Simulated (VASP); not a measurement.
Input of a VASP 6.6.1 run:

File POSCAR:

```
Ir
1.0
    1.7841745846      1.0300936767      3.0262198157
   -1.7841745846      1.0300936767      3.0262198157
    0.0000000000     -2.0601873534      3.0262198157
Ir
2
Direct
    0.2445252133      0.2445252133      0.2445252133
    0.7554747867      0.7554747867      0.7554747867
```

Contents of INCAR.step1:

```
SYSTEM = Ir
  ALGO = Normal
  EDIFF = 1E-4
  ENCUT = 520
  GGA = PE
  ISMEAR = 0
  LASPH = .TRUE.
  LCHARG = .FALSE.
  LREAL = .FALSE.
  LWAVE = .TRUE.
  NBANDS = 16
  NELM = 80
  PREC = Accurate
  SIGMA = 0.1
```

INCAR.step2

```
SYSTEM = Ir
  ALGO = Normal
  EDIFF = 1E-6
  ENCUT = 520
  ISIF = 2
  ISMEAR = 0
  ISTART = 1
  LASPH = .TRUE.
  LCHARG = .TRUE.
  LELF = .TRUE.
  LMIXTAU = .TRUE.
  LREAL = .FALSE.
  LVHAR = .TRUE.
  LWAVE = .FALSE.
  METAGGA = R2SCAN
  NBANDS = 16
  NELM = 80
  PREC = Accurate
  SIGMA = 0.1
```

Contents of KPOINTS:

```
k-points
0
G
  6 6 6
  0 0 0
```

Potentials or basis: VASP PAW PBE potentials, release 64 (Ir).

Launch:

```console
$ cat potpaw_PBE.64/Ir/POTCAR > POTCAR
$ cp INCAR.step1 INCAR
$ mpirun -np 1 vasp_std > vasp.out
$ cp INCAR.step2 INCAR
$ mpirun -np 1 vasp_std > vasp.out
```

(1) Estimate the largest force.

(2) What does it give for the band gap on the k mesh?

(3) What does it give for the pressure?

## Answers

(1) 0.051 eV/Å.

(2) none (metal or under the smearing width).

(3) 1.5 GPa.

Caveat: the PAW data sets were made with another functional, which shifts forces and pressure a little.
